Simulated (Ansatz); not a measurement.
Here is an Ansatz 0.2.0 calculation.

The input input.yaml:

```yaml
crystal:
  lattice:
    - [0.0, 2.625, 2.625]
    - [2.625, 0.0, 2.625]
    - [2.625, 2.625, 0.0]
  atoms:
    - { symbol: Zr, position: [0.0, 0.0, 0.0] }
    - { symbol: S, position: [0.5, 0.5, 0.5] }
hamiltonian:
  xc: lda
  pseudopotentials: { kind: paw }
kpoints:
  mp_grid: { grid: [9, 9, 9] }
scf:
  occupations: { method: fermi_dirac, width: 0.05 }
output:
  forces: true
  stress: true
relax:
  f_tol: 0.01
  max_steps: 40
  cell: { stress_tol: 0.05 }
```

Potentials or basis: Ansatz PAW.

Run with:

```sh
$ ansatz run input.yaml --threads 2 --pin off --max-ram 5632MiB --backend cpu --events-out ev --progress --plain --runs-dir out
```

Problem. Predict the relaxed volume.

Solution. 16.91 Å³/atom.

Problem. Predict the space group after relaxing (to 0.05 Å).

Solution. Fm-3m (No. 225).

Problem. What does it give for the relaxed cell?

Solution. a = 3.630 Å, b = 3.630 Å, c = 3.630 Å, α = 60.00°, β = 60.00°, γ = 60.00°.

The path:
| step | energy change (eV) | largest force (eV/Å) | volume (Å³) |
| --- | --- | --- | --- |
| 1 | 0.0000 | 0.0000 | 36.18 |
| 2 | -0.0364 | 0.0000 | 32.30 |
| 3 | -0.0714 | 0.0000 | 33.99 |
| 4 | -0.0719 | 0.0000 | 33.82 |
| 5 | -0.0719 | 0.0000 | 33.81 |
| 6 | -0.0715 | 0.0000 | 33.81 |

Caveat: the plane-wave basis is chosen anew once the cell has moved, so the energies of steps on either side of that aren't comparable; the PAW data sets come from PBE, with cores solved anew for the run's functional, which leaves a small shift of forces and pressure. LDA usually gives volumes a few per cent too small.
